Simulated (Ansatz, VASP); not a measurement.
## One calculation of TiCo, two programs

```xyz
2
Lattice="2.9861 0.0000 0.0000 0.0000 2.9861 0.0000 0.0000 0.0000 2.9861" Properties=species:S:1:pos:R:3 pbc="T T T"
Ti    0.0000    0.0000    0.0000
Co    1.4931    1.4931    1.4931
```

The cell comes from a database or a generator and needn't be the stable form of this composition.

Alike in both runs: task single point; functional PBEsol; k mesh 18 × 18 × 18; occupations gaussian, width 0.15 eV; collinear spin.

|  | VASP | Ansatz |
| --- | --- | --- |
| version | VASP 6.6.1 | Ansatz 0.2.0 |
| potentials or method | VASP PAW PBE potentials, release 64 (Ti_sv, Co) | scalar-relativistic, plane waves, PAW |
| plane-wave cutoff (eV) | 520 | 420 |
| valence electrons in the cell | 21 | 29 |

Ansatz gave:

* gap on the k mesh at the Fermi level (eV): none
* pressure (GPa): -7.6
* net moment per atom (μB): 0.40
* size of the moment on the site where the two differ most (μB): 0.88

Which values does VASP return?

gap on the k mesh at the Fermi level (eV): none; pressure (GPa): -9.7; net moment per atom (μB): 0.00; size of the moment on the site where the two differ most (μB): 0.00.

The net moments differ so much that the two runs ended in different magnetic states, which moves the other rows too. Site moments also hang on the region over which each program counts them. A gap of «none» marks a metal or a gap that the smearing closes. The two sets of potentials don't hold the same shells in valence.

Caveats: the PAW data sets were made with another functional, which shifts forces and pressure a little (VASP).
